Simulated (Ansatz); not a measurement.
## Barrier of one jump, C in C

All numbers below come from DFT PBE, scalar-relativistic, plane waves, PAW (Ansatz 0.2.0). Run with 420 eV cutoff, 4×4×4 k-mesh, Gaussian smearing of 0.10 eV, no spin polarisation.

In a supercell of 28 host sites, interstitial C hops to an equivalent place, moving 1.06 Å between the relaxed ends. Climbing-image nudged elastic band at fixed cell with images 0 (start) to 6 (end), the path measured over all atoms, converged to 0.05 eV/Å; the order of the saddle wasn't checked, and the small cell leaves errors of about a tenth of an eV.

Command:

```bash
ansatz run input.yaml --threads 4 --pin off --max-ram 10240MiB --backend cpu --events-out ev --progress --plain --runs-dir out
```

Input:

```yaml
crystal:
  lattice:
    - [-4.9330325265, -4.2721314856, 0.0]
    - [1.2332581316, -6.4081972285, 0.0]
    - [-1.2332581316, -3.5601095714, 8.5756686354]
  atoms:
    - { symbol: C, position: [0.9011321839, 0.8774907525, 0.7888287382] }
    - { symbol: C, position: [1.0384487339, 0.4477494853, 0.7896087001] }
    - { symbol: C, position: [0.6158385678, 0.7288415999, 0.7949240306] }
    - { symbol: C, position: [0.756766279, 0.304146629, 0.7918036554] }
    - { symbol: C, position: [0.3418467364, 0.6056590172, 0.7595672721] }
    - { symbol: C, position: [0.4774416049, 0.1553490574, 0.7858718184] }
    - { symbol: C, position: [0.1852390747, 0.0189390686, 0.790688729] }
    - { symbol: C, position: [0.573285218, 0.5411642373, 0.7893355929] }
    - { symbol: C, position: [0.7110686378, 0.1117891047, 0.7889193269] }
    - { symbol: C, position: [0.2897606458, 0.4028111788, 0.760099797] }
    - { symbol: C, position: [0.4257455529, -0.0309013598, 0.7907423913] }
    - { symbol: C, position: [0.9922092222, 0.2563566864, 0.7950814349] }
    - { symbol: C, position: [0.1369488733, 0.8360219382, 0.7854527814] }
    - { symbol: C, position: [0.8534372188, 0.6831833343, 0.791834519] }
    - { symbol: C, position: [0.8658488854, 0.15628957, 0.2404429486] }
    - { symbol: C, position: [0.0089029578, 0.7276822014, 0.240293716] }
    - { symbol: C, position: [0.580341053, 1.0134336044, 0.2399518547] }
    - { symbol: C, position: [0.7231946831, 0.5851569398, 0.2396966964] }
    - { symbol: C, position: [0.2948811926, 0.8707362834, 0.2396179095] }
    - { symbol: C, position: [0.4374433123, 0.4420472281, 0.2402105073] }
    - { symbol: C, position: [0.1516900789, 0.2991425519, 0.2402666686] }
    - { symbol: C, position: [0.532972299, 0.823296283, 0.2392134112] }
    - { symbol: C, position: [0.6754613456, 0.394492937, 0.2401869046] }
    - { symbol: C, position: [0.2470676294, 0.6801319679, 0.2400856232] }
    - { symbol: C, position: [0.3897863062, 0.2515544883, 0.2402980237] }
    - { symbol: C, position: [-0.0388403489, 0.537332156, 0.2401355691] }
    - { symbol: C, position: [0.1042005551, 0.1086302049, 0.2401039161] }
    - { symbol: C, position: [0.8182664058, 0.9657695543, 0.2404277176] }
    - { symbol: C, position: [0.367587275, 0.5546086608, 0.6055044824] }
basis:
  ecutwfc: 420
  xc_grid: 2
kpoints:
  mp_grid: { grid: [4, 4, 4], shift: [0.0, 0.0, 0.0] }
hamiltonian:
  xc: pbe
scf:
  occupations: { method: gaussian, width: 0.1 }
output:
  forces: true
neb:
  images: 5
  f_tol: 0.05
  max_iterations: 70
  order_check: false
  final_atoms:
    - { symbol: C, position: [0.7241930807, 1.0384487339, 0.7896087001] }
    - { symbol: C, position: [0.8603958017, 0.6158385678, 0.7949240306] }
    - { symbol: C, position: [0.4325483254, 0.9011321839, 0.7888287382] }
    - { symbol: C, position: [0.5813375193, 0.4774416049, 0.7858718184] }
    - { symbol: C, position: [0.1472834366, 0.756766279, 0.7918036554] }
    - { symbol: C, position: [0.2929269744, 0.3418467364, 0.7595672721] }
    - { symbol: C, position: [0.0051331277, 0.1852390747, 0.790688729] }
    - { symbol: C, position: [0.3882229306, 0.7110686378, 0.7889193269] }
    - { symbol: C, position: [0.5473283784, 0.2897606458, 0.760099797] }
    - { symbol: C, position: [0.0962149518, 0.573285218, 0.7893355929] }
    - { symbol: C, position: [0.2415764071, 0.1369488733, 0.7854527814] }
    - { symbol: C, position: [0.8144134156, 0.4257455529, 0.7907423913] }
    - { symbol: C, position: [-0.0436473436, 0.9922092222, 0.7950814349] }
    - { symbol: C, position: [0.6715449279, 0.8534372188, 0.791834519] }
    - { symbol: C, position: [1.0231211248, 0.0089029578, 0.240293716] }
    - { symbol: C, position: [0.166273488, 0.580341053, 0.2399518547] }
    - { symbol: C, position: [0.7374185961, 0.8658488854, 0.2404429486] }
    - { symbol: C, position: [0.8802989523, 0.4374433123, 0.2402105073] }
    - { symbol: C, position: [0.4519516807, 0.7231946831, 0.2396966964] }
    - { symbol: C, position: [0.5947646146, 0.2948811926, 0.2396179095] }
    - { symbol: C, position: [0.3089007006, 0.1516900789, 0.2402666686] }
    - { symbol: C, position: [0.6898588128, 0.6754613456, 0.2401869046] }
    - { symbol: C, position: [0.8327147796, 0.2470676294, 0.2400856232] }
    - { symbol: C, position: [0.4045180067, 0.532972299, 0.2392134112] }
    - { symbol: C, position: [0.5470653238, 0.1042005551, 0.2401039161] }
    - { symbol: C, position: [0.1183611818, 0.3897863062, 0.2402980237] }
    - { symbol: C, position: [0.2613726237, -0.0388403489, 0.2401355691] }
    - { symbol: C, position: [0.9755363224, 0.8182664058, 0.2404277176] }
    - { symbol: C, position: [0.4722995818, 0.367587275, 0.6055044824] }
```

Course of the band:

```csv
iteration,largest band force (eV/Å),climbing image,energies over image 0 (eV)
1,1.714,none,0.000 0.320 0.879 1.165 0.889 0.343 0.000
2,1.254,none,0.000 0.161 0.508 0.685 0.508 0.162 0.000
3,0.819,none,0.000 0.042 0.399 0.222 0.393 0.046 0.000
4,1.801,none,0.000 0.024 0.389 0.233 0.376 0.030 0.000
5,0.935,none,0.000 0.016 0.366 0.042 0.320 0.020 0.000
6,0.746,none,0.000 0.009 0.269 0.021 0.202 0.010 0.000
7,0.843,none,0.000 0.008 0.195 0.013 0.121 0.007 0.000
8,0.773,none,0.000 0.007 0.114 0.010 0.045 0.007 0.000
9,0.344,2,0.000 0.007 0.047 0.009 0.025 0.007 0.000
10,0.489,2,0.000 0.006 0.182 0.009 0.021 0.008 0.000
11,0.492,2,0.000 0.006 0.315 0.007 0.022 0.008 0.000
12,0.432,2,0.000 0.005 0.374 0.005 0.022 0.009 0.000
13,0.279,2,0.000 0.005 0.397 0.004 0.022 0.011 0.000
14,0.114,2,0.000 0.004 0.387 0.004 0.022 0.011 0.000
15,0.075,2,0.000 0.004 0.385 0.003 0.022 0.011 0.000
16,0.037,2,0.000 0.004 0.385 0.003 0.021 0.011 0.000
```

Final band:

```csv
image,path (Å),E − E(0) (eV),C x (Å),C y (Å),C z (Å),force on C (eV/Å)
0,0.00,0.000,-1.876,-7.280,5.193,0.00
1,0.94,0.004,-1.716,-7.313,5.203,0.01
2,1.87,0.385,-1.944,-6.892,5.236,0.03
3,3.65,0.003,-2.206,-6.664,5.177,0.00
4,5.43,0.021,-3.261,-6.465,5.212,0.00
5,7.22,0.011,-2.930,-6.470,5.192,0.00
6,9.00,0.000,-2.623,-6.529,5.193,0.00
```

Barrier 0.38 eV. The run took 35 min on 4 threads of Oxide Virtual Turin-like Processor (Zen 5) (shared host), peak memory 4.4 GiB.